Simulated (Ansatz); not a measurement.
# Ge: stress in a strained cell

Aim: deform Ge (zz strain of +2 %) and compute stress, forces and field gradients with LAPW, PAW and all-electron datasets made for the crystal.

Computed with Ansatz 0.2.0 (DFT PBE, scalar-relativistic, unless a step's input says otherwise).

### 1 The starting structure

It takes space group Fd-3m (No. 227, cubic). The conventional cell has a = 5.658 Å, b = 5.658 Å, c = 5.658 Å, α = 90.00°, β = 90.00°, γ = 90.00°. Ge (site symmetry -43m) has 4 Ge at 2.45 Å as nearest neighbours.

Structure file:

```xyz
2
Lattice="0.0000 2.8288 2.8288 2.8288 0.0000 2.8288 2.8288 2.8288 0.0000" Properties=species:S:1:pos:R:3 pbc="T T T"
Ge    2.8288    2.8288    2.8288
Ge    4.2432    4.2432    4.2432
```

Atoms are numbered in the order of the input: Ge1, Ge2.

### 2 The deformed structure

Space group Fd-3m before, I4_1/amd after.

### 3 Full-potential LAPW

File input.yaml:

```yaml
crystal:
  lattice:
    - [0.0, 2.82877, 2.8853454]
    - [2.82877, 0.0, 2.8853454]
    - [2.82877, 2.82877, 0.0]
  atoms:
    - { symbol: Ge, position: [0.5, 0.5, 0.5] }
    - { symbol: Ge, position: [0.75, 0.75, 0.75] }
kpoints:
  mp_grid: { grid: [10, 10, 10] }
  band_path:
    path:
      - [0.0, 0.0, 0.0]
      - [0.0, 0.5, 0.5]
      - [0.25, 0.75, 0.5]
      - [0.0, 0.5, 0.0]
      - [0.0, 0.0, 0.0]
      - [0.5, 0.5, 0.0]
      - [0.3701460977, 0.6298539023, 0.0]
      - [-0.3701460977, 0.3701460977, 0.0]
      - [0.0, 0.0, 0.0]
    npoints: 5
scf:
  occupations: { method: fermi_dirac, width: 0.05 }
hamiltonian:
  xc: pbe
  pseudopotentials: { kind: all_electron, lapw: { basis_error: 0.00025 } }
output:
  forces: true
  stress: true
  eigenvalues: true
```

On the command line:

```bash
$ ansatz run input.yaml --threads 1 --pin off --max-ram 3072MiB --backend cpu --events-out ev --progress --plain --runs-dir out
```

### 4 PAW on the default files

File input.yaml:

```yaml
crystal:
  lattice:
    - [0.0, 2.82877, 2.8853454]
    - [2.82877, 0.0, 2.8853454]
    - [2.82877, 2.82877, 0.0]
  atoms:
    - { symbol: Ge, position: [0.5, 0.5, 0.5] }
    - { symbol: Ge, position: [0.75, 0.75, 0.75] }
kpoints:
  mp_grid: { grid: [10, 10, 10] }
scf:
  occupations: { method: fermi_dirac, width: 0.05 }
hamiltonian:
  xc: pbe
  pseudopotentials: { kind: paw }
output:
  forces: true
  stress: true
  eigenvalues: true
  efg: { contact_densities: true }
```

### 5 Datasets made for this crystal

Changes to input.yaml since step 4:

```diff
@@ -14,3 +14,3 @@
   xc: pbe
-  pseudopotentials: { kind: paw }
+  pseudopotentials: { kind: all_electron, datasets: crystal }
 output:
```

(Steps that only read results are left out.)

**Question.** What will these runs give? Wanted: pressure; largest shear or deviatoric stress.

**Answer**, as computed:

```
                                 quantity                                           value
                                 pressure  LAPW 2.23, PAW 2.23, crystal datasets 2.23 GPa
largest shear or deviatoric stress (LAPW)                                        0.94 GPa
```

**Reading.** The largest part of the stress beyond the pressure is 0.94 GPa in size, in the zz component; the atoms are carried along and not relaxed. No run of the undeformed cell stands beside it, so the pressure holds what the given cell had before the change. PAW: stress within 0.01 GPa of LAPW. Crystal datasets: stress within 0.01 GPa of LAPW.
